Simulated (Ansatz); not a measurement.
# AgCl: the cost of one run

Computed with Ansatz 0.2.0 (DFT PBE, scalar-relativistic, unless a step's input says otherwise).

**1. The structure to begin with**

The structure is cubic, space group Fm-3m (No. 225). Conventional cell: a = 5.546 Å, b = 5.546 Å, c = 5.546 Å, α = 90.00°, β = 90.00°, γ = 90.00°. Ag (site symmetry m-3m) has 6 Cl at 2.77 Å as nearest neighbours. Cl (site symmetry m-3m) is surrounded by 6 Ag at 2.77 Å.

As a file:

```
CELL_PARAMETERS angstrom
0.00000 2.77315 2.77315
2.77315 0.00000 2.77315
2.77315 2.77315 0.00000
ATOMIC_POSITIONS crystal
Ag 0.50000 0.50000 0.50000
Cl 0.00000 0.00000 0.00000
```

Atoms are numbered in the order of the input: Ag1, Cl2.

**2. After the deformation**

Space group Fm-3m before, R-3m after.

**3. All-electron LAPW**

Contents of input.yaml:

```yaml
crystal:
  lattice:
    - [-0.055463, 2.7454185, 2.7454185]
    - [2.7454185, -0.055463, 2.7454185]
    - [2.7454185, 2.7454185, -0.055463]
  atoms:
    - { symbol: Ag, position: [0.5, 0.5, 0.5] }
    - { symbol: Cl, position: [0.0, 0.0, 0.0] }
kpoints:
  mp_grid: { grid: [8, 8, 8] }
  band_path:
    path:
      - [0.0, 0.0, 0.0]
      - [0.5, 0.5, 0.5]
      - [0.2551801333, 0.5, 0.7448198667]
      - [-0.2551801333, 0.2551801333, 0.5]
      - [0.0, 0.0, 0.5]
      - [0.0, 0.0, 0.0]
      - [-0.3775900666, 0.0, 0.3775900666]
      - [0.0, 0.3775900666, 0.6224099334]
      - [0.0, 0.5, 0.5]
    npoints: 5
scf:
  occupations: { method: fermi_dirac, width: 0.02 }
hamiltonian:
  xc: pbe
  pseudopotentials: { kind: all_electron, lapw: { basis_error: 0.0005 } }
output:
  forces: true
  stress: true
  eigenvalues: true
```

Started as:

```
> ansatz run input.yaml --threads 1 --pin off --max-ram 3072MiB --backend cpu --events-out ev --progress --plain --runs-dir out
```

Q: Estimate wall time and peak memory on 1 thread of Intel Xeon Platinum 8375C at 2.90GHz (Ice Lake), shared host.

About 13 s, with a peak of 0.39 GiB.
